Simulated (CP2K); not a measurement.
HfB2:

```
Hf B
1.0
     3.14000    0.00000    0.00000
    -1.57000    2.71932    0.00000
     0.00000    0.00000    3.48000
Hf B
1 2
Direct
  0.00000 0.00000 0.00000
  0.66667 0.33333 0.50000
  0.33333 0.66667 0.50000
```

Program: CP2K 2026.2. Alike in all runs: task band structure; no spin polarisation; cell as given; k mesh 10 × 10 × 8.

**Question.** Order these runs on this cell by their pressure, lowest first.
A. level PBE; potentials or basis POTENTIAL_UZH Hf GTH-PBE-q12, B GTH-PBE-q3; TZVP-MOLOPT-PBE-GTH basis; smearing fermi-dirac 0.05 eV; NGRIDS 5; points a segment of the path (NPOINTS) 8; bands added on the path 4; CUTOFF of the grids 450 Ry
B. level r2SCAN; potentials or basis POTENTIAL_UZH Hf GTH-SCAN-q12, B GTH-SCAN-q3; TZVP-MOLOPT-SCAN-GTH basis; smearing fermi-dirac 0.01 eV; NGRIDS 4; points a segment of the path (NPOINTS) 10; bands added on the path 6; CUTOFF of the grids 675 Ry
C. level LDA; potentials or basis GTH_POTENTIALS Hf GTH-PADE-q12, B GTH-PADE-q3; TZVP-MOLOPT-PBE-GTH basis; smearing fermi-dirac 0.05 eV; NGRIDS 4; points a segment of the path (NPOINTS) 10; bands added on the path 2; CUTOFF of the grids 450 Ry

**Answer.** C (-92.1 GPa), B (-4.7 GPa), A (-0.2 GPa).

Caveats: the basis of atomic orbitals isn't converged, which shifts pressures, moduli and gaps; a pressure of tens of GPa on the cell as given is suspect, and the run, the potentials or the cell itself is likely at fault (some runs).
